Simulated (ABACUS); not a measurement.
RbCl under changes of volume

One of the cells (35.094 Å³/atom); the others are scaled copies at fixed shape and fractional positions:

```
Rb Cl
1.0
     0.00000    3.27400    3.27400
     3.27400    0.00000    3.27400
     3.27400    3.27400    0.00000
Rb Cl
1 1
Direct
  0.00000 0.00000 0.00000
  0.50000 0.50000 0.50000
```

```yaml
Program: ABACUS 3.10.1
Functional: PBEsol
Potentials_or_basis: PseudoDojo NC SR 0.4.1 PBEsol standard
Cutoff: 789 eV
Density_cutoff: 3157 eV
Basis: plane waves
k_mesh: 7 × 7 × 7
Occupations: fermi-dirac, width 0.05 eV
Spin: no spin polarisation
```

```tsv
volume (Å³/atom)	energy over the lowest point (meV/atom)	pressure (GPa)	gap on the mesh (eV)
32.989	?	?	?
33.690	2.82	0.7	5.01
34.392	0.60	0.3	4.95
35.094	0.00	0.0	4.89
35.796	0.83	-0.4	4.83
36.498	2.94	-0.6	4.78
37.200	6.15	-0.9	4.72
```

Q: What does the run at 32.989 Å³/atom give?

A: Energy over the lowest point 6.88 meV/atom; pressure 1.1 GPa; gap on the mesh 5.08 eV.

Worked out: A Birch-Murnaghan fit of order 3 (a polynomial in V^(-2/3)) to the other rows has its minimum at 35.02 Å³/atom with B0 = V·E''(V) = 16.5 GPa and B' = 5.2. It gives 6.88 meV/atom at 32.989 Å³/atom, against the run's 6.88, and -dE/dV = 1.2 GPa, against 1.1. A straight line through the other rows of the gap, of slope -2.91 eV per unit of ln V (its deformation potential), extrapolates to 5.07 eV, against the run's 5.08.

Energies are extrapolated to zero smearing.

Caveats: an odd mesh through Γ misses points on the zone boundary, where band edges often lie (some runs). Spin-orbit coupling on Rb is left out.
